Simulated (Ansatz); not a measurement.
**Relaxing K2Br**

Level of theory: DFT PBEsol, scalar-relativistic, plane waves, PAW in Ansatz 0.2.0. Settings: 420 eV cutoff, 10×10×10 k-mesh, Gaussian smearing of 0.10 eV, no spin polarisation.

What was changed in K2Se: Se → Br on all its sites, cell and atoms relaxed.

A cell with an odd number of electrons and no spin polarisation is a metal by construction and may be lower with spin.

Input:

```yaml
crystal:
  lattice:
    - [0.0, 3.8048468014, 3.8048468014]
    - [3.8048468014, 0.0, 3.8048468014]
    - [3.8048468014, 3.8048468014, 0.0]
  atoms:
    - { symbol: K, position: [0.25, 0.25, 0.25] }
    - { symbol: K, position: [0.75, 0.75, 0.75] }
    - { symbol: Br, position: [0.0, 0.0, 0.0] }
basis:
  ecutwfc: 420
kpoints:
  mp_grid: { grid: [10, 10, 10] }
hamiltonian:
  xc: pbesol
scf:
  occupations: { method: gaussian, width: 0.1 }
output:
  forces: true
  stress: true
  eigenvalues: true
relax:
  adjacent_minimum: "off"
  f_tol: 0.01
  max_steps: 60
  cell: { stress_tol: 0.1 }
```

F is the free energy. Steps run on the plane waves of an earlier cell, but the last one, and at times one on the way, on a freshly chosen basis, so a repeated geometry can differ a little in energy.

Steps:

| step | F − F(1) (eV) | largest force component (eV/Å) | V (Å³/atom) | P (GPa) |
| --- | --- | --- | --- | --- |
| 1 | 0.0000 | 0.000 | 36.721 | 2.23 |
| 2 | -0.0824 | 0.000 | 39.213 | 1.36 |
| 3 | -0.1484 | 0.000 | 43.847 | 0.26 |
| 4 | -0.1518 | 0.000 | 45.113 | 0.04 |
| 5 | -0.1530 | 0.000 | 45.113 | 0.05 |

Relaxed structure:

```yaml
crystal:
  lattice:
    - [0.00000, 4.07502, 4.07502]
    - [4.07502, 0.00000, 4.07502]
    - [4.07502, 4.07502, 0.00000]
  atoms:
    - { symbol: K, position: [0.25000, 0.25000, 0.25000] }
    - { symbol: K, position: [0.75000, 0.75000, 0.75000] }
    - { symbol: Br, position: [0.00000, 0.00000, 0.00000] }
```

Symmetry: Fm-3m, No. 225, cubic system. Conventional cell: a = 8.150 Å, b = 8.150 Å, c = 8.150 Å, α = 90.00°, β = 90.00°, γ = 90.00°. Around K (site symmetry -43m) lie 4 Br at 3.53 Å. Br (site symmetry m-3m) has 8 K at 3.53 Å as nearest neighbours.

The run converged. The run took roughly 9 core-seconds.